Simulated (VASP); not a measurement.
Crystal: TiSe2.

```
CELL_PARAMETERS angstrom
3.53300 0.00000 0.00000
-1.76650 3.05967 0.00000
0.00000 0.00000 5.99500
ATOMIC_POSITIONS crystal
Ti 0.00000 0.00000 0.00000
Se 0.33333 0.66667 0.25000
Se 0.66667 0.33333 0.75000
```

```yaml
Program: VASP 6.6.1
Task: relaxation of cell and atoms
Functional: PBE
Potentials_or_basis: VASP PAW PBE potentials, release 64 (Ti_sv, Se)
Cutoff: 520 eV
k_mesh: 9 × 9 × 5
Occupations: gaussian, width 0.1 eV
Spin: no spin polarisation
```

At the start: pressure 3.5 GPa; volume 21.60 Å³/atom.

Question: Where does the relaxation end?

Answer: Over 30 steps the energy falls by 16.8 meV/atom and the volume is 23.92 Å³/atom (+10.7 %); space group P-3m1 (No. 164, to 0.05 Å).

Step by step:
```tsv
step	energy change (eV)	largest force (eV/Å)	pressure (GPa)	volume (Å³)
1	0.0000	0.4940	3.45	64.80
2	-0.0060	0.5018	-2.94	69.27
3	-0.0322	0.0512	-0.13	67.09
4	-0.0349	0.0750	-0.02	67.06
5	-0.0367	0.1191	0.20	66.99
6	-0.0387	0.1001	0.23	67.30
7	-0.0436	0.0440	0.30	68.22
8	-0.0484	0.0719	0.57	70.06
9	-0.0497	0.0070	0.00	70.81
10	-0.0497	0.0264	-0.13	71.00
11	-0.0497	0.0229	-0.12	70.96
12	-0.0497	0.0151	-0.07	70.89
13	-0.0497	0.0198	-0.07	70.93
14	-0.0498	0.0097	-0.01	70.87
15	-0.0498	0.0014	0.09	70.81
16	-0.0498	0.0047	0.09	70.84
17	-0.0499	0.0213	0.06	70.91
18	-0.0499	0.0262	0.01	71.02
19	-0.0500	0.0415	-0.15	71.35
20	-0.0500	0.0387	-0.14	71.38
21	-0.0501	0.0293	-0.11	71.44
22	-0.0502	0.0107	-0.06	71.58
23	-0.0502	0.0263	0.04	71.84
24	-0.0503	0.0069	-0.02	71.70
25	-0.0503	0.0047	-0.04	71.68
26	-0.0503	0.0059	0.00	71.68
27	-0.0503	0.0096	0.06	71.66
28	-0.0503	0.0110	0.09	71.66
29	-0.0503	0.0036	0.06	71.70
30	-0.0503	0.0072	0.02	71.75
```

Final structure:
```cif
data_structure
_symmetry_space_group_name_H-M 'P 1'
_symmetry_Int_Tables_number 1
_cell_length_a 3.5425
_cell_length_b 3.5425
_cell_length_c 6.6020
_cell_angle_alpha 90.000
_cell_angle_beta 90.000
_cell_angle_gamma 120.000
_cell_volume 71.75
loop_
_atom_site_label
_atom_site_type_symbol
_atom_site_fract_x
_atom_site_fract_y
_atom_site_fract_z
_atom_site_occupancy
Ti1 Ti 0.00000 0.00000 0.00000 1
Se1 Se 0.33333 0.66667 0.23450 1
Se2 Se 0.66667 0.33333 0.76550 1
```

Caveat: this functional lacks dispersion, which binds the layers, so the pressure and a relaxed spacing across them are unreliable; the volume moved by +11 % from the deposited cell, more than functionals usually miss.
